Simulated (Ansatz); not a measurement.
# SrO: moving Sr off its site

SrO, Fm-3m, a = 5.160 Å. Ansatz: r2SCAN, PAW, 500 eV, Γ-centred 8×8×8 mesh on 2 atoms, Gaussian smearing 0.05 eV; no spin polarisation.

```xyz
2
Lattice="0.0000 2.5801 2.5801 2.5801 0.0000 2.5801 2.5801 2.5801 0.0000" Properties=species:S:1:pos:R:3 pbc="T T T"
Sr    0.0000    0.0000    0.0000
O     2.5801    2.5801    2.5801
```

Atom 1 (Sr) moves by x along the unit vector (0.577, 0.577, 0.577), with its periodic images; all else is held. y is the free energy of the cell over the start, F the force along the path summed over the moved atoms. Symmetry makes y even in x.

```
  x (Å) y (meV) F (eV/Å)
-0.5000        ?         ?
-0.2500     73.5      0.61
 0.0000      0.0      0.00
 0.0625      4.4     -0.14
 0.1250     17.9     -0.29
 0.1875     40.8     -0.44
 0.3125    116.7     -0.78
 0.3750    171.0     -0.96
 0.4375    236.8     -1.15
```

Problem. Fit y = c2 x² + c4 x⁴ to the energies of the other rows, give the force constant, and predict energy and force of the missing row.

Solution. Least squares on the rows shown. y = 1148.9 x² + 464.72 x⁴. The force constant is 2 c2 = 2.30 eV/Å² (for all images moving together, not for a lone atom). With two atoms in a cubic cell this is the optical mode at Γ without the LO field: ω = 521.5 √(2 c2/μ) = 215 cm⁻¹ for μ = 13.53 u. The force −dy/dx at the missing row is 1.38 eV/Å (computed 1.34). At x = -0.5000 the fit asked for gives 316.3 meV. The run gave 314.4 meV, so the fit is 1.9 meV too high, a small miss on the scale of the series.